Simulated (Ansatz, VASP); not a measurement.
# HfN in VASP and in Ansatz

File INCAR:

```
PREC     = Accurate       # precision mode
ENCUT    = 520            # plane-wave cutoff, eV
EDIFF    = 1E-6           # SCF threshold, eV
ISMEAR   = -1             # smearing method
SIGMA    = 0.05           # smearing width, eV
LREAL    = False          # projectors in reciprocal space
LASPH    = True           # aspherical terms in the spheres
NELM     = 60             # most SCF steps
ALGO     = Normal         # electronic algorithm
ISIF     = 2              # what is computed and relaxed
LWAVE    = False          # write WAVECAR
LCHARG   = False          # write CHGCAR
GGA      = CA             # functional
NBANDS   = 14             # bands
```

KPOINTS

```
Automatic mesh
0
Gamma
  9 9 9
```

POSCAR

```
HfN
1.0
    0.0000000000      2.4871259940      2.4871259940
    2.4871259940      0.0000000000      2.4871259940
    2.4871259940      2.4871259940      0.0000000000
Hf N
1 1
Direct
    0.0000000000      0.0000000000      0.0000000000
    0.2500000000      0.2500000000      0.2500000000
```

The input input.yaml:

```yaml
crystal:
  lattice:
    - [0.0, 2.487125994, 2.487125994]
    - [2.487125994, 0.0, 2.487125994]
    - [2.487125994, 2.487125994, 0.0]
  atoms:
    - { symbol: Hf, position: [0.0, 0.0, 0.0] }
    - { symbol: "N", position: [0.25, 0.25, 0.25] }
kpoints:
  mp_grid: { grid: [9, 9, 9] }
scf:
  occupations: { method: fermi_dirac, width: 0.05 }
hamiltonian:
  xc: lda
  pseudopotentials: { kind: all_electron, lapw: { basis_error: 0.001 } }
output:
  forces: true
  stress: true
  eigenvalues: true
```

Change from the starting cell: volume scaled by 1.04.

Alike in both runs: task single point; functional LDA; k mesh 9 × 9 × 9; occupations fermi-dirac, width 0.05 eV; no spin polarisation.

|  | VASP | Ansatz |
| --- | --- | --- |
| version | VASP 6.6.1 | Ansatz 0.2.0 |
| potentials or method | VASP PAW LDA potentials, release 64 (Hf_pv, N) | all-electron LAPW, scalar-relativistic |
| plane-wave cutoff (eV) | 520 | see its input |

```tsv
	VASP	Ansatz	Ansatz less VASP
gap on the k mesh at the Fermi level (eV)	none	none	-
pressure (GPa)	-16.3	-15.8	+0.51
```

A gap of «none» marks a metal or a gap that the smearing closes. Ansatz ran all-electron here, so the differences hold the error of VASP's frozen core and of both bases.

Caveats: so large a pressure means that the cell lies far from this level's equilibrium, or that cutoff or potentials fall short (VASP). Spin-orbit coupling is left out, which matters for the levels of Hf.
